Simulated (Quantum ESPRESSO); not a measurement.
## La2O3: zone-centre phonons and dielectric response under several settings

```
La O
1.0
     3.93078    0.00000    0.00000
    -1.96539    3.40415    0.00000
     0.00000    0.00000    6.11195
La O
2 3
Direct
  0.33333 0.66667 0.24624
  0.66667 0.33333 0.75376
  0.00000 0.00000 0.00000
  0.33333 0.66667 0.64589
  0.66667 0.33333 0.35411
```

The cell is a database's computed one.

All runs used Quantum ESPRESSO 7.5; k mesh 4 × 4 × 4, shifted; relaxed cell; no spin polarisation; cutoff 612 eV; occupations smeared at first, fixed for the response.

| level | potentials | volume (Å³/atom) | lowest optical mode without the field (cm⁻¹) | highest optical mode without the field (cm⁻¹) | highest mode with the field (cm⁻¹) | ε∞ (mean) | ε0 (mean) | Born charge of atom 1 (e) |
| --- | --- | --- | --- | --- | --- | --- | --- | --- |
| LDA | GBRV 1.5 LDA | ? | ? | ? | ? | ? | ? | ? |
| PBE | GBRV 1.5 PBE | 16.68 | 98 | 427 | 493 | 4.75 | 30.1 | 4.07 |

What stands in the row left open?

Volume 15.59 Å³/atom; lowest optical mode without the field 108 cm⁻¹; highest optical mode without the field 448 cm⁻¹; highest mode with the field 523 cm⁻¹; ε∞ 4.89; ε0 23.8; Born charge of atom 1 4.10 e.

Caveats: all runs use coarse meshes.

For the row left open. Caveat: the k mesh is coarse (spacing up to 0.46 Å⁻¹), so the values aren't converged.
